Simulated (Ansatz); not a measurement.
ZrH2:

```
Zr H
1.0
     0.00000    2.40923    2.40923
     2.40923    0.00000    2.40923
     2.40923    2.40923    0.00000
Zr H
1 2
Direct
  0.00000 0.00000 0.00000
  0.25000 0.25000 0.25000
  0.75000 0.75000 0.75000
```

The cell is a database's computed one.

Base run:

```yaml
Program: Ansatz 0.2.0
Functional: PBEsol
Potentials_or_basis: Ansatz PAW
Cutoff: 420 eV
Density_cutoff: 1680 eV
k_mesh: 10 × 10 × 10
Occupations: fermi-dirac, width 0.05 eV
Spin: no spin polarisation
Hubbard_terms: Zr d U = 3 eV
```

Its results: band gap on the k mesh none (metal or under the smearing width); pressure -2.2 GPa.

Q: The run is repeated on the same cell with these changes: hubbard terms from Zr d U = 3 eV to Zr d U = 1 eV. What comes out?

A: Band gap on the k mesh none (metal or under the smearing width); pressure -3.9 GPa.

Caveats: U without spin polarisation on a metal has little footing; the PAW data sets come from PBE, with cores solved anew for the run's functional, which leaves a small shift of forces and pressure; the U is typed as a test and isn't derived for this compound.

Not every run made on this cell is shown here.
